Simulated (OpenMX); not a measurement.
## GaAs under changes of volume

One of the cells (22.590 Å³/atom); the others are scaled copies at fixed shape and fractional positions:

```
As Ga
1.0
     0.00000    2.82685    2.82685
     2.82685    0.00000    2.82685
     2.82685    2.82685    0.00000
As Ga
1 1
Cartesian
  4.2403 4.2403 4.2403
  0.0000 0.0000 0.0000
```

* Program: OpenMX 3.8.5
* Functional: PBE
* Potentials or basis: OpenMX 2013 PBE set, As7.0-s3p2d1, Ga7.0-s2p2d1, fixed grid of 45 × 45 × 45 points
* k mesh: 9 × 9 × 9
* Occupations: fermi-dirac, width 0.05 eV
* Spin: no spin polarisation

```csv
volume (Å³/atom),energy over the lowest point (meV/atom),gap on the mesh (eV)
21.234,122.34,1.19
21.686,89.66,1.00
22.138,?,?
22.590,40.53,0.63
23.041,23.18,0.46
23.493,9.63,0.29
23.945,0.00,0.13
```

**Question.** What does the run at 22.138 Å³/atom give?

**Answer.** Energy over the lowest point 62.43 meV/atom; gap on the mesh 0.81 eV.

Worked out: A Birch-Murnaghan fit of order 3 (a polynomial in V^(-2/3)) to the other rows has no minimum within the range. It gives 62.59 meV/atom at 22.138 Å³/atom, against the run's 62.43. A straight line through the other rows of the gap, of slope -8.84 eV per unit of ln V (its deformation potential), gives 0.82 eV, against the run's 0.81.

Energies are extrapolated to zero smearing.

Caveats: the basis has few d functions beyond the semicore shells, which can make volumes several per cent too large; the basis of atomic orbitals isn't converged, which shifts pressures, moduli and gaps.

Spin-orbit coupling on As, Ga is left out.
